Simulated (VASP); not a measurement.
**Si13Ge3: relaxation of cell and atoms with PBEsol**

Crystal: Si13Ge3.

```
Ge Si
1.0
     0.00000    5.47038    5.47038
     5.47038    0.00000    5.47038
     5.47038    5.47038    0.00000
Ge Si
3 13
Direct
  0.37500 0.37500 0.37500
  0.37500 0.37500 0.87500
  0.25000 0.75000 0.25000
  0.37500 0.87500 0.37500
  0.37500 0.87500 0.87500
  0.87500 0.37500 0.37500
  0.87500 0.37500 0.87500
  0.87500 0.87500 0.37500
  0.87500 0.87500 0.87500
  0.25000 0.25000 0.25000
  0.25000 0.25000 0.75000
  0.25000 0.75000 0.75000
  0.75000 0.25000 0.25000
  0.75000 0.25000 0.75000
  0.75000 0.75000 0.25000
  0.75000 0.75000 0.75000
```

The cell was built by a generator and needn't be a form met in nature.

```
Program                : VASP 6.6.1
Task                   : relaxation of cell and atoms
Functional             : PBEsol
Potentials or basis    : VASP PAW PBE potentials, release 64 (Ge_d, Si)
Cutoff                 : 600 eV
k mesh                 : 6 × 6 × 6
Occupations            : gaussian, width 0.03 eV
Spin                   : no spin polarisation
Further INCAR settings : ALGO = Normal; EDIFF = 1e-06; IBRION = 2; EDIFFG = -0.01; NSW = 90; ISIF = 3
```

```yaml
Relaxed_volume: 20.50 Å³/atom
Relaxed_cell: a = 7.741 Å, b = 7.741 Å, c = 7.742 Å, α = 59.99°, β = 60.00°, γ = 60.00°
Space_group_after_relaxing_to_0.05_Å: Cm (No. 8)
Energy_gained_by_relaxing: 3.6 meV/atom
Ionic_steps: 6
Pressure_after_relaxing: 0.0 GPa
Largest_force_after_relaxing: 0.006 eV/Å
Band_gap_on_the_k_mesh: 0.38 eV, direct
```

Forces in eV/Å, atoms in the order of the input:
```
Ge  -0.002  0.002 -0.004
Ge  -0.001  0.001  0.005
Ge   0.002 -0.002  0.004
Si  -0.002  0.001  0.000
Si  -0.001  0.002  0.000
Si   0.005 -0.002 -0.001
Si   0.002 -0.005 -0.001
Si   0.000  0.000 -0.002
Si   0.002 -0.002 -0.001
Si   0.000 -0.001  0.001
Si   0.001  0.000  0.001
Si   0.000  0.000 -0.004
Si  -0.002  0.002  0.002
Si  -0.001  0.001 -0.002
Si  -0.004  0.001  0.002
Si  -0.001  0.004  0.002
```

The path:
| step | energy change (eV) | largest force (eV/Å) | pressure (GPa) | volume (Å³) |
| --- | --- | --- | --- | --- |
| 1 | 0.0000 | 0.4833 | 0.20 | 327.40 |
| 2 | -0.0541 | 0.1109 | -0.14 | 328.62 |
| 3 | -0.0562 | 0.0428 | -0.24 | 328.93 |
| 4 | -0.0570 | 0.0278 | 0.15 | 327.45 |
| 5 | -0.0573 | 0.0232 | 0.02 | 327.97 |
| 6 | -0.0574 | 0.0056 | 0.00 | 328.03 |

Final structure:
```cif
data_structure
_symmetry_space_group_name_H-M 'P 1'
_symmetry_Int_Tables_number 1
_cell_length_a 7.7413
_cell_length_b 7.7409
_cell_length_c 7.7421
_cell_angle_alpha 59.994
_cell_angle_beta 59.996
_cell_angle_gamma 59.997
_cell_volume 328.03
loop_
_atom_site_label
_atom_site_type_symbol
_atom_site_fract_x
_atom_site_fract_y
_atom_site_fract_z
_atom_site_occupancy
Ge1 Ge 0.37649 0.37062 0.37645 1
Ge2 Ge 0.37511 0.37494 0.87498 1
Ge3 Ge 0.24841 0.75443 0.24858 1
Si1 Si 0.37634 0.87632 0.37638 1
Si2 Si 0.37634 0.87632 0.87096 1
Si3 Si 0.87498 0.37489 0.37516 1
Si4 Si 0.87497 0.37489 0.87497 1
Si5 Si 0.87094 0.87634 0.37636 1
Si6 Si 0.87498 0.87515 0.87494 1
Si7 Si 0.24733 0.24736 0.25260 1
Si8 Si 0.24733 0.24736 0.75272 1
Si9 Si 0.24855 0.75404 0.74871 1
Si10 Si 0.75408 0.24853 0.24870 1
Si11 Si 0.75403 0.24855 0.74871 1
Si12 Si 0.75007 0.75013 0.24992 1
Si13 Si 0.75007 0.75013 0.74987 1
```

Levels at points of the mesh, in eV from the valence-band top:
| k point | band 44 | band 45 | band 46 | band 47 | band 48 | band 49 | band 50 | band 51 |
| --- | --- | --- | --- | --- | --- | --- | --- | --- |
| (0.00, 0.00, 0.00) | -1.13 | -0.02 | 0.00 | 0.00 | 0.38 | 0.44 | 0.55 | 0.66 |
| (0.50, 0.00, 0.00) | -0.92 | -0.92 | -0.69 | -0.68 | 1.24 | 1.26 | 1.27 | 1.29 |
| (0.00, 0.50, 0.00) | -0.84 | -0.84 | -0.77 | -0.75 | 1.21 | 1.30 | 1.40 | 1.42 |
| (0.00, 0.00, 0.50) | -0.84 | -0.84 | -0.76 | -0.74 | 1.22 | 1.30 | 1.40 | 1.42 |
| (0.50, 0.50, 0.00) | -1.49 | -1.41 | -1.33 | -1.28 | 0.90 | 1.07 | 2.16 | 2.23 |
| (0.00, 0.50, 0.50) | -1.45 | -1.40 | -1.34 | -1.31 | 0.95 | 1.03 | 2.20 | 2.23 |

It took 50 min on 1 × NVIDIA H100 80GB with 1 thread of AMD EPYC 7R13 Processor (Zen 3), with other jobs on the host, peak memory 2.2 GiB.

Caveat: the PAW data sets were made with another functional, which shifts forces and pressure a little. A k mesh can miss the band edges.
